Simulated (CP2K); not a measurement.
# BN (F-43m) in CP2K: a series of runs, part 2 of 4

CP2K 2026.2.

## (3) Band structure, PBEsol

bn_bands.inp

```
&GLOBAL
  PROJECT bn_bands
  RUN_TYPE ENERGY_FORCE
  PRINT_LEVEL LOW
&END GLOBAL
&FORCE_EVAL
  METHOD QS
  STRESS_TENSOR ANALYTICAL
  &DFT
    BASIS_SET_FILE_NAME BASIS_MOLOPT_UZH
    POTENTIAL_FILE_NAME POTENTIAL_UZH
    &MGRID
      CUTOFF 450
      REL_CUTOFF 60
      NGRIDS 4
    &END MGRID
    &QS
      METHOD GPW
      EPS_DEFAULT 1.0E-10
    &END QS
    &KPOINTS
      SCHEME MONKHORST-PACK 13 13 13
      GAMMA_CENTERED T
      SYMMETRY T
      SYMMETRY_BACKEND SPGLIB
    &END KPOINTS
    &SCF
      SCF_GUESS ATOMIC
      EPS_SCF 1.0E-6
      MAX_SCF 100
      ADDED_MOS 10
      CHOLESKY OFF
      EPS_EIGVAL 1.0E-7
      &DIAGONALIZATION ON
        ALGORITHM STANDARD
      &END DIAGONALIZATION
      &MIXING ON
        METHOD BROYDEN_MIXING
        ALPHA 0.4
        BETA 1.5
        NBUFFER 8
      &END MIXING
      &SMEAR ON
        METHOD FERMI_DIRAC
        ELECTRONIC_TEMPERATURE 580.23
      &END SMEAR
    &END SCF
    &XC
      &XC_FUNCTIONAL
        &GGA_X_PBE_SOL
        &END GGA_X_PBE_SOL
        &GGA_C_PBE_SOL
        &END GGA_C_PBE_SOL
      &END XC_FUNCTIONAL
    &END XC
    &PRINT
      &KPOINTS ON
      &END KPOINTS
      &MULLIKEN ON
      &END MULLIKEN
      &MO ON
        ENERGIES T
        OCCUPATION_NUMBERS T
        &EACH
          QS_SCF 0
        &END EACH
        ADD_LAST NUMERIC
      &END MO
      &LOWDIN ON
      &END LOWDIN
      &HIRSHFELD ON
        SHAPE_FUNCTION DENSITY
      &END HIRSHFELD
      &BAND_STRUCTURE
        FILE_NAME bands.bs
        ADDED_MOS 6
        &KPOINT_SET
          UNITS B_VECTOR
          NPOINTS 10
          SPECIAL_POINT GAMMA 0.00000000 0.00000000 0.00000000
          SPECIAL_POINT X 0.50000000 0.00000000 0.50000000
          SPECIAL_POINT W 0.50000000 0.25000000 0.75000000
          SPECIAL_POINT K 0.37500000 0.37500000 0.75000000
          SPECIAL_POINT GAMMA 0.00000000 0.00000000 0.00000000
          SPECIAL_POINT L 0.50000000 0.50000000 0.50000000
          SPECIAL_POINT U 0.62500000 0.25000000 0.62500000
          SPECIAL_POINT W 0.50000000 0.25000000 0.75000000
          SPECIAL_POINT L 0.50000000 0.50000000 0.50000000
          SPECIAL_POINT K 0.37500000 0.37500000 0.75000000
        &END KPOINT_SET
        &KPOINT_SET
          UNITS B_VECTOR
          NPOINTS 10
          SPECIAL_POINT U 0.62500000 0.25000000 0.62500000
          SPECIAL_POINT X 0.50000000 0.00000000 0.50000000
        &END KPOINT_SET
      &END BAND_STRUCTURE
    &END PRINT
  &END DFT
  &SUBSYS
    &CELL
      A 2.5639706028 0.0000000000 0.0000000000
      B 1.2819853014 2.2204636766 0.0000000000
      C 1.2819853014 0.7401545589 2.0934732308
      PERIODIC XYZ
    &END CELL
    &COORD
      SCALED
      N   0.2500000000 0.2500000000 0.2500000000
      B   0.0000000000 0.0000000000 0.0000000000
    &END COORD
    &KIND N
      BASIS_SET TZVP-MOLOPT-PBE-GTH-q5
      POTENTIAL GTH-PBE-q5
    &END KIND
    &KIND B
      BASIS_SET TZVP-MOLOPT-PBE-GTH-q3
      POTENTIAL GTH-PBE-q3
    &END KIND
    &PRINT
      &ATOMIC_COORDINATES ON
      &END ATOMIC_COORDINATES
      &CELL ON
      &END CELL
      &SYMMETRY ON
      &END SYMMETRY
    &END PRINT
  &END SUBSYS
  &PRINT
    &FORCES ON
    &END FORCES
    &STRESS_TENSOR ON
    &END STRESS_TENSOR
  &END PRINT
&END FORCE_EVAL
```

Potentials or basis: POTENTIAL_UZH N GTH-PBE-q5, B GTH-PBE-q3; TZVP-MOLOPT-PBE-GTH basis.

Run with:

```sh
$ OMP_NUM_THREADS=1 cp2k.psmp -i bn_bands.inp -o bn_bands.out
```

bn_bands.out:

```text

 CP2K| version string:                                       CP2K version 2026.2
 CP2K| Input file name                                              bn_bands.inp

 GLOBAL| Force Environment number                                              1
 GLOBAL| Basis set file name                                    BASIS_MOLOPT_UZH
 GLOBAL| Potential file name                                       POTENTIAL_UZH
 GLOBAL| MM Potential file name                                     MM_POTENTIAL
 GLOBAL| Coordinate file name                                      __STD_INPUT__
 GLOBAL| Method name                                                        CP2K
 GLOBAL| Project name                                                   bn_bands
 GLOBAL| Run type                                                   ENERGY_FORCE
 GLOBAL| FFT library                                                       FFTW3
[... 8 lines left out ...]
 GLOBAL| CPU model name                                                  UNKNOWN

 CELL| Volume [angstrom^3]:                                            11.918569
 CELL| Vector a [angstrom]:       2.564     0.000     0.000   |a| =     2.563971
 CELL| Vector b [angstrom]:       1.282     2.220     0.000   |b| =     2.563971
 CELL| Vector c [angstrom]:       1.282     0.740     2.093   |c| =     2.563971
 CELL| Angle (b,c), alpha [degree]:                                    60.000000
 CELL| Angle (a,c), beta  [degree]:                                    60.000000
 CELL| Angle (a,b), gamma [degree]:                                    60.000000
 CELL| Numerically orthorhombic:                                              NO
 CELL| Periodicity                                                           XYZ

[... 496 lines left out ...]
 KPOINTS| Number of k-point sets                                               2
 KPOINTS| Number of added MOs/bands                                            6
 KPOINTS| Number of k-points in set    1                                      91
 KPOINTS| In units of b-vector [2pi/Bohr]
 KPOINTS| Special point     1       GAMMA     0.000000     0.000000     0.000000
 KPOINTS| Special point     2           X     0.500000     0.000000     0.500000
 KPOINTS| Special point     3           W     0.500000     0.250000     0.750000
 KPOINTS| Special point     4           K     0.375000     0.375000     0.750000
 KPOINTS| Special point     5       GAMMA     0.000000     0.000000     0.000000
 KPOINTS| Special point     6           L     0.500000     0.500000     0.500000
 KPOINTS| Special point     7           U     0.625000     0.250000     0.625000
 KPOINTS| Special point     8           W     0.500000     0.250000     0.750000
 KPOINTS| Special point     9           L     0.500000     0.500000     0.500000
 KPOINTS| Special point    10           K     0.375000     0.375000     0.750000
 KPOINTS| Number of k-points in set    2                                      11
 KPOINTS| In units of b-vector [2pi/Bohr]
 KPOINTS| Special point     1           U     0.625000     0.250000     0.625000
 KPOINTS| Special point     2           X     0.500000     0.000000     0.500000

 ENERGY| Total FORCE_EVAL ( QS ) energy [hartree]            -12.844275843270967

 FORCES| Atomic forces [hartree/bohr]
 FORCES|   Atom     x               y               z               |f|
 FORCES|      1 -5.68974503E-06 -3.20049155E-06 -2.97497569E-06   7.17403827E-06
 FORCES|      2 -1.21093178E-07 -4.32943815E-08 -1.26509209E-07   1.80395513E-07
 FORCES| Sum    -5.81083821E-06 -3.24378594E-06 -3.10148490E-06
 FORCES| Total atomic force                                       7.34215203E-06

 STRESS| Analytical stress tensor [bar]
 STRESS|                        x                   y                   z
 STRESS|      x       -2.57526906846E+04   3.51792178045E+00   2.37288237228E+00
 STRESS|      y        3.51792178045E+00  -2.57545022948E+04   1.96842892245E+00
 STRESS|      z        2.37288237228E+00   1.96842892245E+00  -2.57562242300E+04
 STRESS| 1/3 Trace                                            -2.57544724031E+04
 STRESS| Determinant                                          -1.70827567246E+13

 STRESS| Eigenvectors and eigenvalues of the analytical stress tensor [bar]
 STRESS|                        1                   2                   3
 STRESS| Eigenvalues  -2.57575173754E+04  -2.57571983662E+04  -2.57487014678E+04
 STRESS|      x          -0.092810783309     -0.678641071563      0.728582496694
 STRESS|      y          -0.466122932804      0.676218531350      0.570489184273
 STRESS|      z           0.879838377213      0.286661462086      0.379090538181
```

bands.bs:

```text
# Set 1: 10 special points, 91 k-points, 20 bands
#  Special point 1          0.00000000     0.00000000     0.00000000  GAMMA
#  Special point 2          0.50000000     0.00000000     0.50000000  X
#  Special point 3          0.50000000     0.25000000     0.75000000  W
#  Special point 4          0.37500000     0.37500000     0.75000000  K
#  Special point 5          0.00000000     0.00000000     0.00000000  GAMMA
#  Special point 6          0.50000000     0.50000000     0.50000000  L
#  Special point 7          0.62500000     0.25000000     0.62500000  U
#  Special point 8          0.50000000     0.25000000     0.75000000  W
#  Special point 9          0.50000000     0.50000000     0.50000000  L
#  Special point 10         0.37500000     0.37500000     0.75000000  K
#  Point 1      Spin 1:     0.00000000     0.00000000     0.00000000       0.01098901
#   Band    Energy [eV]     Occupation
       1   -11.15788821     2.00000000
       2     9.04649876     2.00000000
       3     9.04650382     2.00000000
       4     9.04650806     2.00000000
       5    17.72490732     0.00000000
       6    17.72491086     0.00000000
[... 12 lines left out ...]
      19    92.59803708     0.00000000
      20    92.59807146     0.00000000
[... 1406 lines left out ...]
      19    67.72077092     0.00000000
      20    72.98408683     0.00000000
#  Point 66     Spin 1:     0.56250000     0.25000000     0.68750000       0.01098901
#   Band    Energy [eV]     Occupation
       1    -5.37019649     2.00000000
       2     1.09442698     2.00000000
       3     1.57767109     2.00000000
       4     3.93796012     2.00000000
       5    17.05103725     0.00000000
       6    21.97316085     0.00000000
       7    23.50669356     0.00000000
```

Wall time 91 s (1 thread of Arm Neoverse V2, shared host); peak memory 0.24 GiB.

What came out:

```yaml
Free_energy: -349.5105 eV
Pressure: -2.6 GPa
Band_gap_on_the_k_mesh: 4.33 eV, indirect (least direct gap 8.68 eV)
Band_gap_along_the_path: 4.26 eV, indirect (least direct gap 8.68 eV)
Mulliken_charges: N -0.70; B +0.70 e
Hirshfeld_charges: N -0.15; B +0.15 e
```

Levels at the corners of the path, in eV from the valence-band top:
```csv
point,band 1,band 2,band 3,band 4,band 5,band 6,band 7,band 8
Γ,-20.20,0.00,0.00,0.00,8.68,8.68,8.68,10.48
X,-14.60,-8.93,-4.91,-4.91,4.26,9.16,17.74,17.74
W,-14.29,-7.58,-7.00,-6.54,9.44,13.14,14.27,14.57
K,-14.51,-8.13,-7.70,-4.08,6.72,12.73,15.71,16.52
Γ,-20.20,0.00,0.00,0.00,8.68,8.68,8.68,10.48
L,-15.97,-10.72,-1.94,-1.94,10.00,10.60,10.60,15.69
U,-14.51,-8.13,-7.70,-4.08,6.72,12.73,15.71,16.52
W,-14.29,-7.58,-7.00,-6.54,9.44,13.14,14.27,14.57
L,-15.97,-10.72,-1.94,-1.94,10.00,10.60,10.60,15.69
K,-14.51,-8.13,-7.70,-4.08,6.72,12.73,15.71,16.52
U,-14.51,-8.13,-7.70,-4.08,6.72,12.73,15.71,16.52
X,-14.60,-8.93,-4.91,-4.91,4.26,9.16,17.74,17.74
```

Caveat: Mulliken charges move with the basis; the potentials were made for another functional, which shifts forces and pressure; the basis of atomic orbitals isn't converged, which shifts pressures, moduli and gaps.

(Part 2 of 4 ends here.)
